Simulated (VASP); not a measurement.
# HgSe (F-43m) in VASP: further runs

One crystal, HgSe, is run at these levels: PBEsol, LDA; tasks: relaxation of cell and atoms.

Everything below comes from runs of VASP 6.6.1. Logs are shortened: lines on timing, memory, paths and dates and some standing lists are left out, and cuts for length are marked.

### Step 1. The structure

Symmetry: F-43m, No. 216, cubic system. Conventional cell: a = 6.146 Å, b = 6.146 Å, c = 6.146 Å, α = 90.00°, β = 90.00°, γ = 90.00°. Hg (site symmetry -43m) has 4 Se at 2.66 Å as nearest neighbours. Se (site symmetry -43m) has 4 Hg at 2.66 Å as nearest neighbours.

### Step 2. Relaxation of cell and atoms, PBEsol

INCAR

```
ALGO = Normal ; EDIFF = 1E-7
EDIFFG = -0.005 ; ENCUT = 600
GGA = PS ; IBRION = 2
ISIF = 3 ; ISMEAR = 0
KPAR = 4 ; LASPH = T
LCHARG = F ; LREAL = F
LWAVE = F ; NELM = 80
NSW = 90 ; PREC = Accurate
SIGMA = 0.03
```

KPOINTS

```
k-points
0
Gamma
  10 10 10
```

POSCAR

```
HgSe                                    
1.0
    0.0000000000      3.0728100868      3.0728100868
    3.0728100868     -0.0000000000      3.0728100868
    3.0728100868      3.0728100868     -0.0000000000
  Hg              Se            
     1     1
Direct
     0.0000000000000000    0.0000000000000000    0.0000000000000000
     0.2500000000000000    0.2500000000000000    0.2500000000000000
```

Potentials or basis: VASP PAW PBE potentials, release 64 (Hg, Se).

Started as:

```console
$ cat potpaw_PBE.64/Hg/POTCAR potpaw_PBE.64/Se/POTCAR > POTCAR
$ mpirun -np 4 vasp_std > vasp.out
```

OUTCAR:

```text
EDIFF = 1E-7
   EDIFFG = -0.005
   ENCUT = 600
   GGA = PS
   IBRION = 2
   ISIF = 3
   ISMEAR = 0
   LASPH = T
   LREAL = F
   NELM = 80
   NSW = 90
   PREC = Accurate

 ion  position               nearest neighbor table
   1  0.000  0.000  0.000-   2 2.66   2 2.66   2 2.66   2 2.66
   2  0.250  0.250  0.250-   1 2.66   1 2.66   1 2.66   1 2.66

  LATTYP: Found a face centered cubic cell.
 ALAT       =     6.1456201736

  Lattice vectors:

 A1 = (   0.0000000000,   3.0728100868,   3.0728100868)
 A2 = (   3.0728100868,   0.0000000000,   3.0728100868)
 A3 = (   3.0728100868,   3.0728100868,   0.0000000000)

Analysis of symmetry for initial positions (statically):
=====================================================================
 Subroutine PRICEL returns:
 Original cell was already a primitive cell.

 Routine SETGRP: Setting up the symmetry group for a
 face centered cubic supercell.

 Subroutine GETGRP returns: Found 24 space group operations
 (whereof 24 operations were pure point group operations)
 out of a pool of 48 trial point group operations.

The static configuration has the point symmetry T_d .

Analysis of symmetry for dynamics (positions and initial velocities):
=====================================================================
 Subroutine PRICEL returns:
 Original cell was already a primitive cell.

 Routine SETGRP: Setting up the symmetry group for a
 face centered cubic supercell.

 Subroutine GETGRP returns: Found 24 space group operations
 (whereof 24 operations were pure point group operations)
 out of a pool of 48 trial point group operations.

The dynamic configuration has the point symmetry T_d .

 Subroutine INISYM returns: Found 24 space group operations
 (whereof 24 operations are pure point group operations),
 and found     1 'primitive' translations

----------------------------------------------------------------------------------------

                                     Primitive cell

  volume of cell :      58.0279

  direct lattice vectors                    reciprocal lattice vectors
     0.000000000  3.072810087  3.072810087    -0.162717508  0.162717508  0.162717508
     3.072810087  0.000000000  3.072810087     0.162717508 -0.162717508  0.162717508
     3.072810087  3.072810087  0.000000000     0.162717508  0.162717508 -0.162717508

  length of vectors
     4.345609699  4.345609699  4.345609699     0.281834991  0.281834991  0.281834991

  position of ions in fractional coordinates (direct lattice)
[... 85 lines left out ...]
   ISIF   =      3    stress and relaxation
   ISYM   =      2    0-nonsym 1-usesym 2-fastsym
   POTIM  = 0.5000    time-step for ionic-motion
   TEBEG  =    0.0;   TEEND  =   0.0 temperature during run
   PSTRESS=    0.0 pullay stress
   NELECT =      18.0000    total number of electrons
   NUPDOWN=      -1.0000    fix difference up-down
   EMIN   =  10.00;   EMAX   =-10.00  energy-range for DOS
   EFERMI =   0.00;   METHOD = LEGACY
   ISMEAR =     0;   SIGMA  =   0.03  broadening in eV -4-tet -1-fermi 0-gaus
   EFERMI_NEDOS =   21; number of points for ismear=-14 and -15
   IALGO  =     38    algorithm
   IMIX   =      4    mixing-type and parameters
     AMIX     =   0.40;   BMIX     =  1.00
     AMIX_MAG =   1.60;   BMIX_MAG =  1.00
  volume/ion in A,a.u.               =      29.01       195.80
  Fermi-wavevector in a.u.,A,eV,Ry     =   1.108205  2.094203 16.709552  1.228117
  Thomas-Fermi vector in A             =   2.244729
   LORBIT       =      0    0 simple, 1 ext, 2 COOP (PROOUT), +10 PAW based schemes
   GGA     = PS    functional components
   LHFCALC =     F    Hartree Fock is set to
   AEXX    =    0.0000 exact exchange contribution
   IVDW    =     0    specifies the selected vdW correction
   LEPSILON=     F    determine dielectric tensor
   LRPA    =     F    only Hartree local field effects (RPA)
 conjugate gradient relaxation of ions
 non-spin polarized calculation
 Gauss-broadening in eV      SIGMA  =   0.03
  energy-cutoff  :      600.00
  volume of cell :       58.03
 maximum number of plane-waves:      1964
   NGX = 17   NGY = 17   NGZ = 17

 number of electron      17.9999999 magnetization

 Free energy of the ion-electron system (eV)
  ---------------------------------------------------
  ext. energy  EPLUGINS =         0.00000000
  ---------------------------------------------------
  free energy    TOTEN  =        -4.81045899 eV

  energy without entropy =       -4.81041271  energy(sigma->0) =       -4.81043585

 E-fermi :   1.3246     XC(G=0):  -9.1105

 val. band max:        1.3155004958   @ k =   0.0000   0.0000   0.0000
 cond. band min:       1.7330010005   @ k =   0.1000   0.0000   0.0000
 fundamental gap:      0.4175005047
 Fermi energy:         1.3246376060

 k-point     1 :       0.0000    0.0000    0.0000
  band No.  band energies     occupation
      1     -11.9599      2.00000
      2      -5.6743      2.00000
      3      -5.6743      2.00000
      4      -5.6743      2.00000
      5      -4.9747      2.00000
      6      -4.9747      2.00000
      7       0.2449      2.00000
      8       1.3155      1.33334
      9       1.3155      1.33334
     10       1.3155      1.33333
     11       6.7721      0.00000
     12       6.7721      0.00000
     13       6.7721      0.00000
[... 354 lines left out ...]
  band No.  band energies     occupation
      1     -11.4820      2.00000
      2      -5.5370      2.00000
      3      -5.3301      2.00000
      4      -5.3080      2.00000
      5      -4.9222      2.00000
      6      -4.8952      2.00000
      7      -2.8947      2.00000
      8      -0.5963      2.00000
      9      -0.4321      2.00000
     10       3.9867      0.00000
     11       4.7255      0.00000
     12       8.5055      0.00000
     13       9.4363      0.00000

 [... further k-points ...]
[... 5 lines left out ...]
  --------------------------------------------------------------------------------------
  -------------------------------------------------------------------------------------
  Total        0.0002195      0.0002195      0.0002195      0.0000000     -0.0000000     -0.0000000
  in kB        0.0060594      0.0060594      0.0060594      0.0000000     -0.0000000     -0.0000000
  external PRESSURE =       0.0060594 kB  Pullay stress =       0.0000000 kB

 VOLUME and BASIS-vectors are now :
 -----------------------------------------------------------------------------
  energy-cutoff  :      600.00
  volume of cell :       58.03
      direct lattice vectors                 reciprocal lattice vectors
     0.000000000  3.072810087  3.072810087    -0.162717508  0.162717508  0.162717508
     3.072810087  0.000000000  3.072810087     0.162717508 -0.162717508  0.162717508
     3.072810087  3.072810087  0.000000000     0.162717508  0.162717508 -0.162717508

 POSITION                                       TOTAL-FORCE (eV/Angst)
 -----------------------------------------------------------------------------------
      0.00000      0.00000      0.00000         0.000000      0.000000      0.000000
      1.53641      1.53641      1.53641        -0.000000     -0.000000     -0.000000
 -----------------------------------------------------------------------------------
    total drift:                                0.000000      0.000000      0.000000

  FREE ENERGIE OF THE ION-ELECTRON SYSTEM (eV)
  ---------------------------------------------------
  free  energy   TOTEN  =        -4.8104589939 eV

  energy  without entropy=       -4.8104127147  energy(sigma->0) =       -4.81043585

 reached required accuracy - stopping structural energy minimisation
```

OSZICAR:

```text
N       E                     dE             d eps       ncg     rms          rms(c)
DAV:   1     0.119607792424E+03    0.11961E+03   -0.92526E+03  1222   0.137E+03
DAV:   2     0.281214847338E+00   -0.11933E+03   -0.11278E+03  1347   0.292E+02
DAV:   3    -0.508793271133E+01   -0.53691E+01   -0.53143E+01  1472   0.623E+01
DAV:   4    -0.512150587584E+01   -0.33573E-01   -0.33564E-01  1297   0.494E+00
DAV:   5    -0.512168855874E+01   -0.18268E-03   -0.18268E-03  1472   0.353E-01    0.729E+00
DAV:   6    -0.482493594224E+01    0.29675E+00   -0.63771E-01  1646   0.126E+01    0.577E+00
DAV:   7    -0.481317997108E+01    0.11756E-01   -0.12886E-01  1307   0.301E+00    0.267E+00
DAV:   8    -0.481079096050E+01    0.23890E-02   -0.16596E-02  1277   0.189E+00    0.201E-01
DAV:   9    -0.481046410915E+01    0.32685E-03   -0.22464E-03  1412   0.768E-01    0.648E-02
DAV:  10    -0.481045400334E+01    0.10106E-04   -0.16965E-04  1297   0.171E-01    0.306E-02
DAV:  11    -0.481046006036E+01   -0.60570E-05   -0.43961E-05  1350   0.854E-02    0.190E-02
DAV:  12    -0.481045897049E+01    0.10899E-05   -0.66739E-06  1295   0.356E-02    0.692E-03
DAV:  13    -0.481045899388E+01   -0.23394E-07   -0.71517E-07  1337   0.670E-03
   1 F= -.48104590E+01 E0= -.48104359E+01  d E =-.481046E+01
```

Wall time 16 s (4 MPI ranks of Intel Xeon Platinum 8559C (Emerald Rapids), shared host); peak memory 0.22 GiB.

What came out:

| Quantity | Value |
| --- | --- |
| Free energy | -4.8105 eV |
| Pressure after relaxing | 0.0 GPa |
| Band gap on the k mesh | none (metal or under the smearing width) |

Final structure:
```yaml
crystal:
  lattice:
    - [0.00000, 3.07281, 3.07281]
    - [3.07281, 0.00000, 3.07281]
    - [3.07281, 3.07281, 0.00000]
  atoms:
    - { symbol: Hg, position: [0.00000, 0.00000, 0.00000] }
    - { symbol: Se, position: [0.25000, 0.25000, 0.25000] }
```

Caveat: the relaxation stopped at its first step, so nothing moved; the PAW data sets were made with another functional, which shifts forces and pressure a little.

### Step 3. Relaxation of cell and atoms, LDA

This run uses another cell than the first one, of 28.07 Å³/atom, 0.967 times its volume.

INCAR

```
SYSTEM = HgSe
  PREC = Accurate
  ENCUT = 600
  EDIFF = 1E-6
  ISMEAR = 0
  SIGMA = 0.03
  LREAL = .False.
  LASPH = .True.
  NELM = 80
  ALGO = Normal
  ISIF = 3
  LWAVE = .False.
  LCHARG = .False.
  GGA = CA
  IBRION = 2
  NSW = 90
  EDIFFG = -0.01
```

KPOINTS

```
Automatic mesh
0
Gamma
  10 10 10
  0 0 0
```

POSCAR

```
HgSe
1.0
    0.0000000000      3.0390000000      3.0390000000
    3.0390000000      0.0000000000      3.0390000000
    3.0390000000      3.0390000000      0.0000000000
Hg Se
1 1
Direct
    0.0000000000      0.0000000000      0.0000000000
    0.2500000000      0.2500000000      0.2500000000
```

Potentials or basis: VASP PAW LDA potentials, release 64 (Hg, Se).

Started as:

```console
$ cat potpaw_LDA.64/Hg/POTCAR potpaw_LDA.64/Se/POTCAR > POTCAR
$ mpirun -np 1 vasp_std > vasp.out
```

Run time: 45 s. Hardware: 1 thread of AMD EPYC 9R45 (Zen 5), shared host; peak memory 0.17 GiB.

Results (log left out):

* Free energy: -5.4941 eV
* Relaxed volume: 28.12 Å³/atom
* Relaxed cell: a = 4.300 Å, b = 4.300 Å, c = 4.300 Å, α = 60.00°, β = 60.00°, γ = 60.00°
* Space group after relaxing (to 0.05 Å): F-43m (No. 216)
* Energy gained by relaxing: 0.0 meV/atom
* Ionic steps: 3
* Pressure after relaxing: 0.0 GPa
* Band gap on the k mesh: none (metal or under the smearing width)

Final structure:
```cif
data_structure
_symmetry_space_group_name_H-M 'P 1'
_symmetry_Int_Tables_number 1
_cell_length_a 4.3004
_cell_length_b 4.3004
_cell_length_c 4.3004
_cell_angle_alpha 60.000
_cell_angle_beta 60.000
_cell_angle_gamma 60.000
_cell_volume 56.23
loop_
_atom_site_label
_atom_site_type_symbol
_atom_site_fract_x
_atom_site_fract_y
_atom_site_fract_z
_atom_site_occupancy
Hg1 Hg 0.00000 0.00000 0.00000 1
Se1 Se 0.25000 0.25000 0.25000 1
```

Levels at points of the mesh, in eV from the Fermi level:
```tsv
k point	band 5	band 6	band 7	band 8	band 9	band 10	band 11	band 12	band 13
(0.00, 0.00, 0.00)	-6.47	-6.47	-1.12	-0.01	-0.01	-0.01	5.38	5.38	5.38
(0.50, 0.00, 0.00)	-6.42	-6.15	-5.60	-0.99	-0.99	0.97	6.14	6.14	6.78
(0.50, 0.50, 0.00)	-6.35	-6.11	-5.16	-2.34	-2.34	2.68	2.79	8.23	9.69
```

Spin-orbit coupling is left out, which matters for the levels of Hg.
